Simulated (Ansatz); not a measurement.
The system is As.

```
CELL_PARAMETERS angstrom
1.88080 1.08588 3.51406
-1.88080 1.08588 3.51406
0.00000 -2.17176 3.51406
ATOMIC_POSITIONS crystal
As 0.22600 0.22600 0.22600
As 0.77400 0.77400 0.77400
```

Below is the output of Ansatz 0.2.0 for this cell. Logs are shortened: lines on timing, memory, paths and dates and some standing lists are left out, and cuts for length are marked.

```text
Warning: RAYON_NUM_THREADS=1 ignored (pool sized by the plan → 1); use --threads N
LAPW: plane waves up to 8.737 Å⁻¹, error target 1.0e-3 eV per atom; small_component_spin mean_spin; As in spheres of 1.253 Å, 23 of its electrons in bands, Dirac shells [2p, 3p] (how accurate: hamiltonian.pseudopotentials.lapw.basis_error, Limitations)
Engine: ansatz 0.2.0, aarch64-unknown-linux-gnu
Pseudopotentials: kind: all_electron
Pseudopotential: As, LAPW, valence charge 23, lapw/all_electron/scalar/gaussian/As, Koelling and Harmon's equation with Dirac's for 2p 3p, gaussian nucleus
Functional definition: PBEsol
  exchange = pbesol_x
  correlation = pbesol_c
Crystal: 2 atoms, lattice volume = 43.061 Å³
Basis set: ecut = 290.8120770640561 eV, 477 PW (Γ), exchange–correlation at level 2
Bands: 28, of which v1, the nominal top of the filled ones, is band 23 counted from 1 (22 counted from 0)
Symmetry: 12 space group operations
Space group: R-3m (ITA 166), of the structure as read, at distance tolerance 3.5e-5 Å
k-points: 85 of 729
Non-local potential: As, projectors of the file, none
Initial density: superposition of atomic densities (chi_scale 0.1, normalization cell)
Initial wavefunctions: plane waves of lowest kinetic energy (no species holds an atomic orbital)
Functional: x = pbesol(κ = 0.804, μ = 0.12345679012345678), c = pbesol(β = 0.046)
iter 1 solved again at ethr=2.51e-4 eV; its pass at ethr=1.00e-1 eV (dr2=1.16e-1 eV) is discarded
SCF iter   1: F=—  HF=-122968.237973 eV  |F-HF|=—  |Δ(HF+E_count)|=         —  Δρ=1.93e-2  dr2=1.16e-1  ethr=2.51e-4  ⟨swp⟩=3.0  Hψ=15423  notcnv=0
preconditioner: auto → Kerker (q_TF=auto, 2.758 Å⁻¹)  [metal: Δε(μ)=0.093 eV  Ē_g=11.278 eV  σ=0.050 eV  W_gap=0.42  n_scr=14 (ndim 8)  ℏωp=17.9 eV  f_vac=0.018  D(μ)=0.18/eV (n_scr^D=0)]
SCF iter   2: F=—  HF=-122968.221358 eV  |F-HF|=—  |Δ(HF+E_count)|=   1.66e-2  Δρ=1.28e-2  dr2=6.17e-2  ethr=2.51e-4  ⟨swp⟩=2.0  Hψ=6781  notcnv=0
SCF iter   3: F=—  HF=-122968.213360 eV  |F-HF|=—  |Δ(HF+E_count)|=   8.00e-3  Δρ=3.52e-3  dr2=7.33e-3  ethr=1.34e-4  ⟨swp⟩=2.0  Hψ=6947  notcnv=0
SCF iter   4: F=—  HF=-122968.210183 eV  |F-HF|=—  |Δ(HF+E_count)|=   3.18e-3  Δρ=1.78e-3  dr2=2.37e-3  ethr=1.59e-5  ⟨swp⟩=2.0  Hψ=6765  notcnv=0
SCF iter   5: F=—  HF=-122968.210409 eV  |F-HF|=—  |Δ(HF+E_count)|=         —  Δρ=7.61e-4  dr2=3.42e-4  ethr=5.15e-6  ⟨swp⟩=2.0  Hψ=6765  notcnv=0
the basis was enlarged: its passes take 108.7 KiB over the memory plan, 1 of 1 planned eigensolver slots
SCF iter   6: F=—  HF=-122968.210448 eV  |F-HF|=—  |Δ(HF+E_count)|=   3.87e-5  Δρ=3.10e-4  dr2=4.83e-5  ethr=7.44e-7  ⟨swp⟩=2.0  Hψ=6767  notcnv=0
SCF iter   7: F=—  HF=-122968.210450 eV  |F-HF|=—  |Δ(HF+E_count)|=   2.06e-6  Δρ=1.16e-4  dr2=6.12e-6  ethr=1.05e-7  ⟨swp⟩=2.2  Hψ=6779  notcnv=0
iter 8 solved again at ethr=2.36e-10 eV; its pass at ethr=1.33e-8 eV (dr2=1.09e-7 eV) is discarded
SCF iter   8: F=—  HF=-122968.210451 eV  |F-HF|=—  |Δ(HF+E_count)|=   1.46e-6  Δρ=1.56e-5  dr2=1.08e-7  ethr=2.36e-10  ⟨swp⟩=2.0  Hψ=11824  notcnv=0
SCF iter   9: F=-122968.210451 eV  HF=-122968.210451 eV  |F-HF|=6.17e-9  |Δ(HF+E_count)|=   1.04e-7  Δρ=6.15e-6  dr2=2.16e-8  ethr=2.36e-10  ⟨swp⟩=2.7  Hψ=6833  notcnv=0
SCF 1 converged in 9 iterations: F = -122968.210451 eV  dr2 = 2.16e-8
NSCF: frozen V_eff on 13 k-points
SCF converged after 9 iterations
Free energy (F): -122968.210451 eV
Harris-Foulkes:  -122968.210451 eV  (|F-HF|=6.17e-9)
Internal energy: -122968.208962 eV  (E = F + TS)
E sigma→0 (E₀):  -122968.209706 eV
Entropy (-TS):   -0.001489 eV (-0.745 meV/atom)
Fermi energy:    11.259839 eV
--- Per-component energies (eV) ---
  E_band       = -2560.365568
  E_kinetic    = 125726.061535
  E_xc         = -4476.285933
  E_electrostatic = -244217.984564  (all electrons and nuclei)
  E_smearing   = -0.001489  (= −TS)
  E_closure    = 0.000000  (closes the sum)
  E_atoms      = -122958.007800  (free atoms, spherical and without spin; not in F)
  Σ components = -122968.210451   (vs F -122968.210451, Δ=0.00e0)
  Basis errors (estimates in eV, not in F): energy 4.3e-4 per atom: plane waves 3.8e-4 (2.2e-4 summed), levels above the bands 1.5e-60, relativity 1.0e-7, radial functions 4.2e-5, core shells 5.9e-10; eigenvalues (radial functions only) 8.3e-7; not estimated: angular momenta, meshes, grids; target (lapw.basis_error) 1.0e-3; muffin-tin radii As 1.253 Å
--- Forces (eV/Å), atoms counted from 1 ---
  atom   1  As     0.00000000    -0.00000000     0.36819435
  atom   2  As    -0.00000000     0.00000000    -0.36819435
  max |Σ_I F_I| component: 2.31e-18 eV/Å
--- Stress (GPa, compression-positive) ---
        0.513133      -0.000000      -0.000000
       -0.000000       0.513133       0.000000
       -0.000000       0.000000      -0.173520
  P = ⅓ Tr σ = 0.2842 GPa (2.842 kbar)
--- Band table (eV; the first three rows and the last of 85) ---
  k-point 0: bands = ["-174.1387", "-174.1382", "-117.7096", "-117.7096", "-117.7069", "-117.7069", "-117.6808", "-117.6792", "-25.0347", "-25.0347", "-24.9883", "-24.9883", "-24.9565", "-24.9177", "-24.9177", "-24.9073", "-24.8728", "-24.8728", "-3.8037", "5.4605", "8.7862", "9.2460", "9.2460", "12.8559", "14.1660", "14.1660", "18.1392", "18.1392"]
  k-point 1: bands = ["-174.1387", "-174.1382", "-117.7096", "-117.7095", "-117.7070", "-117.7069", "-117.6808", "-117.6792", "-25.0334", "-25.0311", "-24.9870", "-24.9856", "-24.9556", "-24.9196", "-24.9182", "-24.9097", "-24.8759", "-24.8745", "-3.6380", "4.8928", "8.7892", "9.1188", "9.2185", "13.1358", "13.8654", "14.0515", "17.1722", "17.9162"]
  k-point 2: bands = ["-174.1387", "-174.1382", "-117.7096", "-117.7094", "-117.7072", "-117.7068", "-117.6806", "-117.6793", "-25.0300", "-25.0208", "-24.9836", "-24.9781", "-24.9527", "-24.9248", "-24.9208", "-24.9153", "-24.8838", "-24.8789", "-3.1461", "3.5453", "8.5216", "8.8391", "9.6393", "12.6439", "13.4290", "13.6031", "17.1067", "17.7477"]
  k-point 84: bands = ["-174.1387", "-174.1382", "-117.7096", "-117.7095", "-117.7070", "-117.7069", "-117.6807", "-117.6793", "-25.0233", "-25.0209", "-24.9830", "-24.9816", "-24.9521", "-24.9214", "-24.9199", "-24.9122", "-24.8881", "-24.8863", "-2.3963", "1.3792", "7.8347", "9.0928", "10.8847", "12.3134", "12.5796", "14.3727", "18.8449", "21.0695"]
```

Q: What input gives this log?

A: Band structure with PBEsol, no spin polarisation. The files as run (others can give the same):

input.yaml
```yaml
crystal:
  lattice:
    - [1.8807968987, 1.0858785957, 3.5140619945]
    - [-1.8807968987, 1.0858785957, 3.5140619945]
    - [0.0, -2.1717571915, 3.5140619945]
  atoms:
    - { symbol: As, position: [0.226, 0.226, 0.226] }
    - { symbol: As, position: [0.774, 0.774, 0.774] }
kpoints:
  mp_grid: { grid: [9, 9, 9] }
  band_path:
    path:
      - [0.0, 0.0, 0.0]
      - [0.5, 0.0, 0.0]
      - [0.5, 0.2303245873, -0.2303245873]
    npoints: 6
scf:
  occupations: { method: fermi_dirac, width: 0.05 }
hamiltonian:
  xc: pbesol
  pseudopotentials:
    kind: all_electron
    lapw: { basis_error: 0.001 }
    dirac_shells: { As: ["3p"] }
output:
  forces: true
  stress: true
  eigenvalues: true
```

Potentials or basis: all-electron LAPW, inner shells corrected to Dirac's equation.
The run is started by
```sh
$ ansatz run input.yaml --threads 1 --pin off --max-ram 3072MiB --backend cpu --events-out ev --progress --plain --runs-dir out
```
